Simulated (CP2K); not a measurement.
Runs of CP2K 2026.2 on CaF2 (Fluorite). Symmetry: Fm-3m, No. 225, cubic system. Conventional cell: a = 5.462 Å, b = 5.462 Å, c = 5.462 Å, α = 90.00°, β = 90.00°, γ = 90.00°. Ca (site symmetry m-3m) is surrounded by 8 F at 2.37 Å. F (site symmetry -43m) is surrounded by 4 Ca at 2.37 Å. 

| task | level | potentials or basis | smearing | EPS_DEFAULT | NGRIDS | CUTOFF of the grids | points a segment of the path (NPOINTS) | bands added on the path | gap on the mesh (eV) | pressure (GPa) |
| --- | --- | --- | --- | --- | --- | --- | --- | --- | --- | --- |
| band structure | LDA | GTH_POTENTIALS Ca GTH-PADE-q10, F GTH-PADE-q7; TZVP-MOLOPT-PBE-GTH basis | fermi-dirac 0.01 eV | 1.0E-9 | 5 | 750 Ry | 10 | 6 | 6.89 | -5.5 |
| band structure | PBEsol | POTENTIAL_UZH Ca GTH-PBE-q10, F GTH-PBE-q7; TZVP-MOLOPT-PBE-GTH basis | fermi-dirac 0.01 eV | 1.0E-9 | 4 | 750 Ry | 10 | 2 | 7.02 | -0.6 |
| band structure | TB-mBJ | POTENTIAL_UZH Ca GTH-PBE-q10, F GTH-PBE-q7; TZVP-MOLOPT-PBE-GTH basis | fermi-dirac 0.01 eV | 1.0E-9 | 4 | 1100 Ry | 10 | 6 | 8.21 | - |
| band structure | r2SCAN | POTENTIAL_UZH Ca GTH-SCAN-q10, F GTH-SCAN-q7; TZVP-MOLOPT-SCAN-GTH basis | fermi-dirac 0.01 eV | 1.0E-10 | 4 | 1100 Ry | 8 | 2 | (b) | (a) |

Alike in all rows: no spin polarisation; cell as given; k mesh 8 × 8 × 8.

Task: Estimate the missing entries.

Result: (a) -0.5; (b) 7.94.

Caveats: the basis of atomic orbitals isn't converged, which shifts pressures, moduli and gaps; the potentials were made for another functional, which shifts forces and pressure (some runs); this is a model potential without an energy functional, so only levels have meaning (some runs).

Runs at the PBE level aren't shown here.
